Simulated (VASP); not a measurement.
Input of a VASP 6.6.1 run:

File POSCAR:

```
AlN
1.0
    0.0000000000      2.0345180000      2.0345180000
    2.0345180000      0.0000000000      2.0345180000
    2.0345180000      2.0345180000      0.0000000000
Al N
1 1
Direct
    0.5000000000      0.5000000000      0.5000000000
    0.0000000000      0.0000000000      0.0000000000
```

The input INCAR.step1:

```
  PREC = Accurate
  ENCUT = 450
  EDIFF = 1E-8
  ISMEAR = 0
  SIGMA = 0.01
  LREAL = False
  LASPH = True
  NELM = 60
  ALGO = Normal
  LWAVE = True
  LCHARG = False
  GGA = PE
```

File INCAR.step2:

```
  PREC = Accurate
  ENCUT = 450
  EDIFF = 1E-8
  ISMEAR = 0
  SIGMA = 0.01
  LREAL = False
  LASPH = True
  NELM = 1
  ALGO = Exact
  LWAVE = True
  LCHARG = False
  GGA = PE
  NBANDS = 54
  LOPTICS = True
  ISTART = 1
```

Contents of INCAR.step3:

```
  PREC = Accurate
  ENCUT = 450
  EDIFF = 1E-8
  ISMEAR = 0
  SIGMA = 0.01
  LREAL = False
  LASPH = True
  ALGO = EVGW0
  LWAVE = False
  LCHARG = False
  GGA = PE
  NELMGW = 1
  NBANDS = 54
  ENCUTGW = 120
  NOMEGA = 50
  PRECFOCK = Fast
  ISTART = 1
  NBANDSGW = 12
```

File KPOINTS:

```
Automatic mesh
0
Gamma
  6 6 6
```

Potentials or basis: VASP PAW PBE potentials, release 64 (Al_GW, N_GW).

Run with:

```bash
$ cat potpaw_PBE.64/Al_GW/POTCAR potpaw_PBE.64/N_GW/POTCAR > POTCAR
$ cp INCAR.step1 INCAR
$ mpirun -np 1 vasp_std > vasp.out
$ cp INCAR.step2 INCAR
$ mpirun -np 1 vasp_std > vasp.out
$ cp INCAR.step3 INCAR
$ mpirun -np 1 vasp_std > vasp.out
```

Problem. Estimate the quasiparticle gap.

Solution. 5.87 eV.

Problem. Predict the least direct quasiparticle gap.

Solution. 7.07 eV.

Problem. What does it give for the band gap on the k mesh, mean-field level?

Solution. 4.42 eV, indirect (least direct gap 5.40 eV).

Caveat: the k mesh is coarse (spacing up to 0.45 Å⁻¹), so the values aren't converged; bands, screening cutoff and mesh are small and nothing is extrapolated, so the quasiparticle values aren't converged. A k mesh can miss the band edges.
